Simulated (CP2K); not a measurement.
Crystal: AlN.

```
CELL_PARAMETERS angstrom
3.08863 0.00000 0.00000
1.54432 2.67483 0.00000
1.54432 0.89161 2.52186
ATOMIC_POSITIONS crystal
Al 0.00000 0.00000 0.00000
N 0.25000 0.25000 0.25000
```

Measurements of this composition are mostly on another form, of space group No. 186.

Base run:

```yaml
Program: CP2K 2026.2
Functional: PBEsol
Potentials_or_basis: POTENTIAL_UZH Al GTH-PBE-q3, N GTH-PBE-q5; TZVP-MOLOPT-PBE-GTH basis
Density_cutoff: 9184 eV
k_mesh: 10 × 10 × 10
Occupations: fermi-dirac, width 0.05 eV
Spin: no spin polarisation
```

Its results: band gap on the k mesh 3.17 eV, indirect (least direct gap 4.11 eV); pressure 3.4 GPa.

Task: The run is repeated on the same cell with these changes: functional from PBEsol to M06-L. What comes out?

Result: Band gap on the k mesh 3.78 eV, indirect (least direct gap 4.67 eV); pressure -3.5 GPa.

Caveats: the potentials were made for another functional, which shifts forces and pressure; the basis of atomic orbitals isn't converged, which shifts pressures, moduli and gaps.
